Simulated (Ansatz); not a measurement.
How much does the functional matter for the cell of CdIn₂O₄?

The starting cell is an entry of the Crystallography Open Database (1974):

```
CELL_PARAMETERS angstrom
0.00000 4.58300 4.58300
4.58300 0.00000 4.58300
4.58300 4.58300 0.00000
ATOMIC_POSITIONS crystal
Cd 0.00000 0.00000 0.00000
Cd 0.25000 0.25000 0.25000
In 0.62500 0.62500 0.62500
In 0.12500 0.62500 0.62500
In 0.62500 0.62500 0.12500
In 0.62500 0.12500 0.62500
O 0.86500 0.86500 0.86500
O 0.84500 0.38500 0.38500
O 0.86500 0.86500 0.40500
O 0.38500 0.84500 0.38500
O 0.40500 0.86500 0.86500
O 0.38500 0.38500 0.38500
O 0.86500 0.40500 0.86500
O 0.38500 0.38500 0.84500
```

Atoms and cell were relaxed at zero pressure with plane-wave PAW DFT (Ansatz 0.2.0; one set of PAW datasets, made under PBE, for all functionals; 420 eV, r2SCAN 500 eV; 6×6×6 Γ-centred mesh, fermi-dirac occupations of width 0.020 eV; no spin polarisation, no spin-orbit coupling, no dispersion correction), keeping the symmetry (Fd-3m, No. 227).

What cells and energies do LDA, PBEsol, PBE, r2SCAN give?

The relaxed conventional cells:

```csv
functional,a (Å),volume (Å³/atom),formation energy (eV/atom)
LDA,9.092,13.42,-1.712
PBEsol,9.191,13.86,-1.502
PBE,9.316,14.44,-1.433
r2SCAN,9.203,13.92,-1.690
the entry,9.166,13.75,–
```

LDA gives the smallest volume and PBE the largest, 7.6 % more, the usual order, since LDA overbinds and PBE's gradient terms loosen the lattice. Against the entry's volume: LDA -2.4 %, PBEsol +0.8 %, PBE +5.0 %, r2SCAN +1.2 %; PBEsol and r2SCAN come about as near. The formation energies span 0.28 eV an atom, lowest under LDA.

Caveats: each relaxation keeps the start's symmetry, so a distorted cell may lie lower; computed cells are at 0 K with fixed nuclei, while the entry holds thermal expansion, often some tenths of a per cent in volume and more in soft crystals; formation energies are at zero smearing against the elements' usual phases under the same functional, gases as free molecules, uncorrected.
